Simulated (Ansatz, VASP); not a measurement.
Given: the input of a run of VASP 6.6.1 on Pt.

Contents of INCAR:

```
PREC = Accurate
ENCUT = 600
EDIFF = 1E-6
ISMEAR = -1
SIGMA = 0.05
LREAL = False
LASPH = True
NELM = 100
ALGO = Normal
ISIF = 3
LWAVE = False
LCHARG = False
GGA = RE
IVDW = 12
IBRION = 2
NSW = 60
EDIFFG = -0.01
```

KPOINTS

```
Automatic mesh
0
Gamma
  12 12 12
```

File POSCAR:

```
Pt
1.0
   -1.5842200000      1.5842200000      1.5842200000
    1.5842200000     -1.5842200000      1.5842200000
    1.5842200000      1.5842200000     -1.5842200000
Pt
1
Direct
    0.0000000000      0.0000000000      0.0000000000
```

Potentials or basis: VASP PAW PBE potentials, release 64 (Pt).

Launch:

```bash
$ cat potpaw_PBE.64/Pt/POTCAR > POTCAR
$ mpirun -np 1 vasp_std > vasp.out
```

Translate it to Ansatz 0.2.0. Potentials there: Ansatz PAW.

As run (the cutoff follows the program's own potentials):

The input input.yaml:

```yaml
crystal:
  lattice:
    - [-1.58422, 1.58422, 1.58422]
    - [1.58422, -1.58422, 1.58422]
    - [1.58422, 1.58422, -1.58422]
  atoms:
    - { symbol: Pt, position: [0.0, 0.0, 0.0] }
hamiltonian:
  xc: revpbe
  pseudopotentials: { kind: paw }
  dispersion: d3bj
kpoints:
  mp_grid: { grid: [12, 12, 12] }
scf:
  occupations: { method: fermi_dirac, width: 0.05 }
output:
  forces: true
  stress: true
  eigenvalues: true
relax:
  f_tol: 0.01
  max_steps: 40
  cell: { stress_tol: 0.05 }
```

Potentials or basis: Ansatz PAW.

Launch:

```console
$ ansatz run input.yaml --threads 2 --pin off --max-ram 5632MiB --backend cpu --events-out ev --progress --plain --runs-dir out
```

Both were run:

|  | VASP | Ansatz | Ansatz less VASP |
| --- | --- | --- | --- |
| gap on the k mesh at the Fermi level, each at its own relaxed structure (eV) | none | none | - |
| relaxed volume (Å³/atom) | 15.03 | 15.05 | +0.022 |
| relaxed cell length with the largest relative difference (Å) | 2.693 | 2.694 | +0.0013 |
| energy change over the relaxation (meV/atom) | -39 | -37 | +2.3 |

A gap of «none» marks a metal or a gap that the smearing closes. The two sets of potentials don't hold the same shells in valence.

Caveats: pairwise dispersion overbinds metals, which lowers pressure and volume; the PAW data sets were made with another functional, which shifts forces and pressure a little (VASP); the plane-wave basis is chosen anew once the cell has moved, so the energies of steps on either side of that aren't comparable (Ansatz); the PAW data sets come from PBE, with cores solved anew for the run's functional, which leaves a small shift of forces and pressure (Ansatz). Spin-orbit coupling is left out, which matters for the levels of Pt.
